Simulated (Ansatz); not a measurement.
**ZrB2 (AlB2 type): other levels of theory at one geometry**

One table from this session's results is given with a row withheld; the runs are named, their logs left out.

Computed with Ansatz 0.2.0 (DFT at several levels, plane waves, PAW, unless a step's input says otherwise).

1 further run of the same task is left out (set aside as unsound or not needed).

## The system as given

It takes space group P6/mmm (No. 191, hexagonal). Conventional cell: a = 3.171 Å, b = 3.171 Å, c = 3.543 Å, α = 90.00°, β = 90.00°, γ = 120.00°. Zr (site symmetry 6/mmm) has 12 B at 2.55 Å as nearest neighbours. B (site symmetry -6m2) has 3 B at 1.83 Å and 6 Zr at 2.55 Å as nearest neighbours.

As a file:

```cif
data_structure
_symmetry_space_group_name_H-M 'P 1'
_symmetry_Int_Tables_number 1
_cell_length_a 3.1710
_cell_length_b 3.1710
_cell_length_c 3.5428
_cell_angle_alpha 90.000
_cell_angle_beta 90.000
_cell_angle_gamma 120.000
_cell_volume 30.85
loop_
_atom_site_label
_atom_site_type_symbol
_atom_site_fract_x
_atom_site_fract_y
_atom_site_fract_z
_atom_site_occupancy
Zr1 Zr 0.00000 0.00000 0.00000 1
B1 B 0.33333 0.66667 0.50000 1
B2 B 0.66667 0.33333 0.50000 1
```

An earlier run at PBE left this cell at 10.283 Å³/atom and -0.02 GPa (12×12×10 mesh), metallic.

Levels to run: PBE+SOC; r²SCAN; PBEsol; LDA. Hardware: 2 threads of Arm Neoverse N1, shared host.

Set-up of the first run:

input.yaml

```yaml
crystal:
  lattice:
    - [3.1709581027, 0.0, 0.0]
    - [-1.5854790513, 2.7461302713, 0.0]
    - [0.0, 0.0, 3.5427929303]
  atoms:
    - { symbol: Zr, position: [0.0, 0.0, 0.0] }
    - { symbol: B, position: [0.3333333333, 0.6666666667, 0.5] }
    - { symbol: B, position: [0.6666666667, 0.3333333333, 0.5] }
basis:
  ecutwfc: 420
  ecutrho_ratio: 4
kpoints:
  mp_grid: { grid: [12, 12, 10] }
hamiltonian:
  xc: pbe
scf:
  occupations: { method: gaussian, width: 0.05 }
output:
  forces: true
  stress: true
  eigenvalues: true
  populations: true
  dos: { projected: true, de: 0.02 }
  write_density: true
  write_potential: true
  elf: true
  volumetric_format: npy
magnetization:
  noncollinear: true
  spin_orbit: true
```

On the command line:

```
> ansatz run input.yaml --threads 2 --pin off --max-ram 2662MiB --backend cpu --events-out ev --progress --plain --runs-dir out
```

Among the steps run: PBE+SOC; r²SCAN; PBEsol; LDA.

One table of the session follows, with a row left open; its other results are not shown here.

| level | pressure (GPa) |
| --- | --- |
| PBE | 0.0 |
| LDA | ? |
| PBEsol | -4.8 |
| PBE+SOC | 0.0 |
| r²SCAN | 0.0 |

**Question.** Estimate the row for LDA.

As computed: pressure (GPa): -9.5. In the column «pressure (GPa)» it is the lowest.

The pressure runs from -9.5 GPa (LDA) to 0.0 GPa (PBE); a negative pressure means that level wants a smaller cell, a positive one a larger cell. Total energies of different levels have different zeros and can't be compared.
